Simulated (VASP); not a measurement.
# FeO (Wuestite) (Fm-3m) in VASP: notebook

Runs on FeO (Wuestite). Level: LDA. Tasks: single point.

Program: VASP 6.6.1. These are calculated values, not measurements. Logs are shortened: lines on timing, memory, paths and dates and some standing lists are left out, and cuts for length are marked.

**1. The crystal as given**

Symmetry: Fm-3m, No. 225, cubic system. The conventional cell has a = 4.311 Å, b = 4.311 Å, c = 4.311 Å, α = 90.00°, β = 90.00°, γ = 90.00°. Fe (site symmetry m-3m) has 6 O at 2.16 Å as nearest neighbours. Around O (site symmetry m-3m) lie 6 Fe at 2.16 Å.

**2. Single point, LDA, collinear spin, ferromagnetic start**

Input file INCAR:

```
PREC     = Accurate       # precision mode
ENCUT    = 350            # plane-wave cutoff, eV
EDIFF    = 1E-7           # SCF threshold, eV
ISMEAR   = 0              # smearing method
SIGMA    = 0.05           # smearing width, eV
LREAL    = False          # projectors in reciprocal space
LASPH    = True           # aspherical terms in the spheres
NELM     = 100            # most SCF steps
ALGO     = Normal         # electronic algorithm
ISIF     = 2              # what is computed and relaxed
LWAVE    = False          # write WAVECAR
LCHARG   = False          # write CHGCAR
ISPIN    = 2              # spin polarisation
MAGMOM   = 3 0            # initial moments
LORBIT   = 11             # projections on sites
LMAXMIX  = 4              # l up to which the mixer works
NBANDS   = 18             # bands
ADDGRID  = False
```

Input file KPOINTS:

```
Automatic mesh
0
Gamma
  11 11 11
```

Input file POSCAR:

```
FeO
1.0
    0.0000000000      2.1554000000      2.1554000000
    2.1554000000      0.0000000000      2.1554000000
    2.1554000000      2.1554000000      0.0000000000
Fe O
1 1
Direct
    0.0000000000      0.0000000000      0.0000000000
    0.5000000000      0.5000000000      0.5000000000
```

Potentials or basis: VASP PAW LDA potentials, release 64 (Fe, O).

Run with:

```
> cat potpaw_LDA.64/Fe/POTCAR potpaw_LDA.64/O/POTCAR > POTCAR
> mpirun -np 1 vasp_std > vasp.out
```

OUTCAR:

```text
PREC = Accurate
   ENCUT = 350
   EDIFF = 1E-7
   ISMEAR = 0
   LREAL = False
   LASPH = True
   NELM = 100
   ISIF = 2
   ISPIN = 2
   LORBIT = 11

 Found     56 irreducible k-points:

 Following reciprocal coordinates:
            Coordinates               Weight
  0.000000  0.000000  0.000000      1.000000
  0.090909  0.000000  0.000000      8.000000
  0.181818  0.000000  0.000000      8.000000
  0.272727  0.000000  0.000000      8.000000
  0.363636  0.000000  0.000000      8.000000
  0.454545  0.000000  0.000000      8.000000
   k-points           NKPTS =     56   k-points in BZ     NKDIM =     56   number of bands    NBANDS=     18
   number of dos      NEDOS =    301   number of ions     NIONS =      2
   total plane-waves  NPLWV =   8000
   dimension x,y,z NGX =    20 NGY =   20 NGZ =   20
   dimension x,y,z NGXF=    40 NGYF=   40 NGZF=   40
   ions per type =               1   1
   NGX,Y,Z   is equivalent  to a cutoff of  10.91, 10.91, 10.91 a.u.
   NGXF,Y,Z  is equivalent  to a cutoff of  21.82, 21.82, 21.82 a.u.
 SYSTEM =  unknown system
   PREC   = accura    normal or accurate (medium, high low for compatibility)
   ISTART =      0    job   : 0-new  1-cont  2-samecut
   ICHARG =      2    charge: 1-file 2-atom 10-const
   ISPIN  =      2    spin polarized calculation?
   LNONCOLLINEAR =      F non collinear calculations
   LSORBIT =      F    spin-orbit coupling
   LASPH  =      T    aspherical Exc in radial PAW
   ENCUT  =  350.0 eV  25.72 Ry    5.07 a.u.   4.65  4.65  4.65*2*pi/ulx,y,z
   NELM   =    100;   NELMIN=  2; NELMDL= -5     # of ELM steps
   EDIFF  = 0.1E-06   stopping-criterion for ELM
   LREAL  =      F    real-space projection
   EDIFFG = 0.1E-05   stopping-criterion for IOM
   NSW    =      0    number of steps for IOM
   IBRION =     -1    ionic relax: 0-MD 1-quasi-New 2-CG
   NFREE  =      0    steps in history (QN), initial steepest desc. (CG)
   ISIF   =      2    stress and relaxation
   ISYM   =      2    0-nonsym 1-usesym 2-fastsym
   POTIM  = 0.5000    time-step for ionic-motion
   TEBEG  =    0.0;   TEEND  =   0.0 temperature during run
   PSTRESS=    0.0 pullay stress
   NELECT =      14.0000    total number of electrons
   NUPDOWN=      -1.0000    fix difference up-down
   EMIN   =  10.00;   EMAX   =-10.00  energy-range for DOS
   EFERMI =   0.00;   METHOD = LEGACY
   ISMEAR =     0;   SIGMA  =   0.05  broadening in eV -4-tet -1-fermi 0-gaus
   EFERMI_NEDOS =   21; number of points for ismear=-14 and -15
   IALGO  =     38    algorithm
   IMIX   =      4    mixing-type and parameters
     AMIX     =   0.40;   BMIX     =  1.00
     AMIX_MAG =   1.60;   BMIX_MAG =  1.00
  volume/ion in A,a.u.               =      10.01        67.57
  Fermi-wavevector in a.u.,A,eV,Ry     =   1.452935  2.745650 28.722187  2.111021
  Thomas-Fermi vector in A             =   2.570260
   LORBIT       =     11    0 simple, 1 ext, 2 COOP (PROOUT), +10 PAW based schemes
   GGA     = CA    functional components
   LHFCALC =     F    Hartree Fock is set to
   AEXX    =    0.0000 exact exchange contribution
   IVDW    =     0    specifies the selected vdW correction
   LEPSILON=     F    determine dielectric tensor
   LRPA    =     F    only Hartree local field effects (RPA)
 spin polarized calculation
 Gauss-broadening in eV      SIGMA  =   0.05
  energy-cutoff  :      350.00
  volume of cell :       20.03
 maximum number of plane-waves:       307
   NGX =  9   NGY =  9   NGZ =  9

 number of electron      14.0000007 magnetization       3.9996882

 Free energy of the ion-electron system (eV)
  ---------------------------------------------------
  ext. energy  EPLUGINS =         0.00000000
  ---------------------------------------------------
  free energy    TOTEN  =       -16.45060651 eV

  energy without entropy =      -16.44837629  energy(sigma->0) =      -16.44949140

 E-fermi :   5.8195     XC(G=0): -12.6228

 val. band max:        5.8158513690   @ k =  -0.3636   0.2727   0.0909
 cond. band min:       5.8254029856   @ k =  -0.1818   0.0909   0.0000
 fundamental gap:      0.0095516166
 Fermi energy:         5.8195177751

 spin component 1

 k-point     1 :       0.0000    0.0000    0.0000
  band No.  band energies     occupation
      1     -14.5883      1.00000
      2       2.0549      1.00000
      3       2.0550      1.00000
      4       2.0550      1.00000
      5       2.1972      1.00000
      6       2.1972      1.00000
[... 10 lines left out ...]
     17      26.4189      0.00000
     18      29.5294      0.00000
[... 85 lines left out ...]
 k-point     6 :       0.4545    0.0000    0.0000
  band No.  band energies     occupation
      1     -13.3867      1.00000
      2      -2.8035      1.00000
      3      -0.6425      1.00000
      4      -0.6425      1.00000
      5       3.0229      1.00000
      6       3.0229      1.00000
[... 10 lines left out ...]
     17      29.7306      0.00000
     18      32.2986      0.00000

 [... further k-points ...]

 spin component 2

 k-point     1 :       0.0000    0.0000    0.0000
  band No.  band energies     occupation
      1     -14.0167      1.00000
      2       2.6590      1.00000
      3       2.6590      1.00000
      4       2.6590      1.00000
      5       5.0769      1.00000
      6       5.0769      1.00000
[... 10 lines left out ...]
     17      27.7070      0.00000
     18      30.6756      0.00000
[... 85 lines left out ...]
 k-point     6 :       0.4545    0.0000    0.0000
  band No.  band energies     occupation
      1     -12.8046      1.00000
      2      -2.0356      1.00000
      3       0.7198      1.00000
      4       0.7198      1.00000
      5       6.1846      0.00000
      6       6.1846      0.00000
[... 10 lines left out ...]
     17      30.2657      0.00000
     18      32.9563      0.00000

 [... further k-points ...]

------------------------ aborting loop because EDIFF is reached ----------------------------------------

  FORCE on cell =-STRESS in cart. coord.  units (eV):
  Direction    XX          YY          ZZ          XY          YZ          ZX
  --------------------------------------------------------------------------------------
  -------------------------------------------------------------------------------------
  Total       -3.8085498     -3.8085498     -3.8085498     -0.0000000      0.0000000     -0.0000000
  in kB     -304.6888726   -304.6888726   -304.6888726     -0.0000000      0.0000000     -0.0000000
  external PRESSURE =    -304.6888726 kB  Pullay stress =       0.0000000 kB

 VOLUME and BASIS-vectors are now :
 -----------------------------------------------------------------------------
  energy-cutoff  :      350.00
  volume of cell :       20.03
      direct lattice vectors                 reciprocal lattice vectors
     0.000000000  2.155400000  2.155400000    -0.231975503  0.231975503  0.231975503
     2.155400000  0.000000000  2.155400000     0.231975503 -0.231975503  0.231975503
     2.155400000  2.155400000  0.000000000     0.231975503  0.231975503 -0.231975503

 POSITION                                       TOTAL-FORCE (eV/Angst)
 -----------------------------------------------------------------------------------
      0.00000      0.00000      0.00000         0.000000      0.000000      0.000000
      2.15540      2.15540      2.15540        -0.000000     -0.000000     -0.000000
 -----------------------------------------------------------------------------------
    total drift:                                0.000000      0.000000      0.000000

  FREE ENERGIE OF THE ION-ELECTRON SYSTEM (eV)
  ---------------------------------------------------
  free  energy   TOTEN  =       -16.4506065092 eV

  energy  without entropy=      -16.4483762919  energy(sigma->0) =      -16.44949140

 total charge

# of ion       s       p       d       tot
------------------------------------------
    1        0.293   0.364   6.097   6.754
    2        1.595   3.446   0.000   5.041
--------------------------------------------------
tot          1.888   3.811   6.097  11.795

 magnetization (x)

# of ion       s       p       d       tot
------------------------------------------
    1        0.025   0.021   3.532   3.578
    2        0.031   0.288   0.000   0.319
--------------------------------------------------
tot          0.055   0.309   3.532   3.897
```

Wall time 22 s (1 thread of Intel Xeon Platinum 8375C at 2.90GHz (Ice Lake), shared host); peak memory 0.13 GiB.

The run converged, but a check on its numbers failed (symmetry, net force, bounds or a known fault of this set-up), so they aren't taken as properties of the crystal.

Caveat: the cutoff lies under the usual one of these potentials, so the numbers hold a large basis-set error; a pressure of tens of GPa on the cell as given is suspect, and the run, the potentials or the cell itself is likely at fault; a cell with one magnetic atom can't hold antiferromagnetic order, which such compounds often take; semilocal functionals often make such compounds metallic where correlation or magnetic order opens a gap, which also shifts bond lengths.

**3. Single point, LDA, collinear spin, ferromagnetic start**

INCAR, as its differences from that of step 2:

```diff
@@ -1,3 +1,3 @@
 PREC     = Accurate       # precision mode
-ENCUT    = 350            # plane-wave cutoff, eV
+ENCUT    = 400            # plane-wave cutoff, eV
 EDIFF    = 1E-7           # SCF threshold, eV
```

KPOINTS is that of step 2.

POSCAR is that of step 2.

Potentials or basis: VASP PAW LDA potentials, release 64 (Fe, O).

Run with:

```
> cat potpaw_LDA.64/Fe/POTCAR potpaw_LDA.64/O/POTCAR > POTCAR
> mpirun -np 1 vasp_std > vasp.out
```

Wall time 23 s (1 thread of Intel Xeon Platinum 8375C at 2.90GHz (Ice Lake), shared host); peak memory 0.13 GiB.

The run converged, but some of its settings lie outside the range that counts as converged, so its numbers aren't taken as properties of the crystal.

Results:

| Quantity | Value |
| --- | --- |
| Free energy | -16.4182 eV |
| Band gap on the k mesh | none (metal or under the smearing width) |
| Net moment | 4.00 μB per cell |
| Site moments | Fe +3.58; O +0.32 μB |
| Valence electrons inside the program's atomic spheres | Fe 6.76; O 4.99 |

Caveat: the cutoff is under 1.25 times the usual one of these potentials, so pressure, stress and relaxed cells hold a basis-set (Pulay) error; a cell with one magnetic atom can't hold antiferromagnetic order, which such compounds often take; semilocal functionals often make such compounds metallic where correlation or magnetic order opens a gap, which also shifts bond lengths.

**4. Single point, LDA, collinear spin, ferromagnetic start**

INCAR, as its differences from that of step 3:

```diff
@@ -1,3 +1,3 @@
 PREC     = Accurate       # precision mode
-ENCUT    = 400            # plane-wave cutoff, eV
+ENCUT    = 450            # plane-wave cutoff, eV
 EDIFF    = 1E-7           # SCF threshold, eV
```

KPOINTS is that of step 3.

POSCAR is that of step 3.

Potentials or basis: VASP PAW LDA potentials, release 64 (Fe, O).

Run with:

```
> cat potpaw_LDA.64/Fe/POTCAR potpaw_LDA.64/O/POTCAR > POTCAR
> mpirun -np 1 vasp_std > vasp.out
```

OUTCAR:

```text
PREC = Accurate
   ENCUT = 450
   EDIFF = 1E-7
   ISMEAR = 0
   LREAL = False
   LASPH = True
   NELM = 100
   ISIF = 2
   ISPIN = 2
   LORBIT = 11

 Found     56 irreducible k-points:

 Following reciprocal coordinates:
            Coordinates               Weight
  0.000000  0.000000  0.000000      1.000000
  0.090909  0.000000  0.000000      8.000000
  0.181818  0.000000  0.000000      8.000000
  0.272727  0.000000  0.000000      8.000000
  0.363636  0.000000  0.000000      8.000000
  0.454545  0.000000  0.000000      8.000000
[... 343 lines left out ...]
  external PRESSURE =    -165.6099010 kB  Pullay stress =       0.0000000 kB

 VOLUME and BASIS-vectors are now :
 -----------------------------------------------------------------------------
  energy-cutoff  :      450.00
  volume of cell :       20.03
      direct lattice vectors                 reciprocal lattice vectors
     0.000000000  2.155400000  2.155400000    -0.231975503  0.231975503  0.231975503
     2.155400000  0.000000000  2.155400000     0.231975503 -0.231975503  0.231975503
     2.155400000  2.155400000  0.000000000     0.231975503  0.231975503 -0.231975503

 POSITION                                       TOTAL-FORCE (eV/Angst)
 -----------------------------------------------------------------------------------
      0.00000      0.00000      0.00000         0.000000     -0.000000     -0.000000
      2.15540      2.15540      2.15540        -0.000000      0.000000      0.000000
 -----------------------------------------------------------------------------------
    total drift:                                0.000000     -0.000000      0.000000

  FREE ENERGIE OF THE ION-ELECTRON SYSTEM (eV)
  ---------------------------------------------------
  free  energy   TOTEN  =       -16.4053961107 eV

  energy  without entropy=      -16.4031787446  energy(sigma->0) =      -16.40428743

 total charge

# of ion       s       p       d       tot
------------------------------------------
    1        0.293   0.364   6.107   6.764
    2        1.553   3.412   0.000   4.965
--------------------------------------------------
tot          1.846   3.776   6.107  11.729

 magnetization (x)

# of ion       s       p       d       tot
------------------------------------------
    1        0.024   0.021   3.530   3.576
    2        0.030   0.288   0.000   0.319
--------------------------------------------------
tot          0.055   0.310   3.530   3.895
```

stdout:

```text
POSCAR found type information on POSCAR FeO
 POSCAR found :  2 types and       2 ions
 scaLAPACK will be used
 LDA part: xc-table for (Slater(with rela. corr.)+CA(PZ))
 , standard interpolation
 POSCAR, INCAR and KPOINTS ok, starting setup
 FFT: planning ... GRIDC
 FFT: planning ... GRID_SOFT
 FFT: planning ... GRID
 WAVECAR not read
 entering main loop
```

Run time: 30 s. Hardware: 1 thread of Intel Xeon Platinum 8375C at 2.90GHz (Ice Lake), shared host; peak memory 0.14 GiB.

The run converged, but some of its settings lie outside the range that counts as converged, so its numbers aren't taken as properties of the crystal.

What came out:

- Free energy: -16.4054 eV
- Band gap on the k mesh: none (metal or under the smearing width)
- Net moment: 4.00 μB per cell
- Site moments: Fe +3.58; O +0.32 μB
- Valence electrons inside the program's atomic spheres: Fe 6.76; O 4.96

Caveat: the cutoff is under 1.25 times the usual one of these potentials, so pressure, stress and relaxed cells hold a basis-set (Pulay) error; a cell with one magnetic atom can't hold antiferromagnetic order, which such compounds often take; semilocal functionals often make such compounds metallic where correlation or magnetic order opens a gap, which also shifts bond lengths.
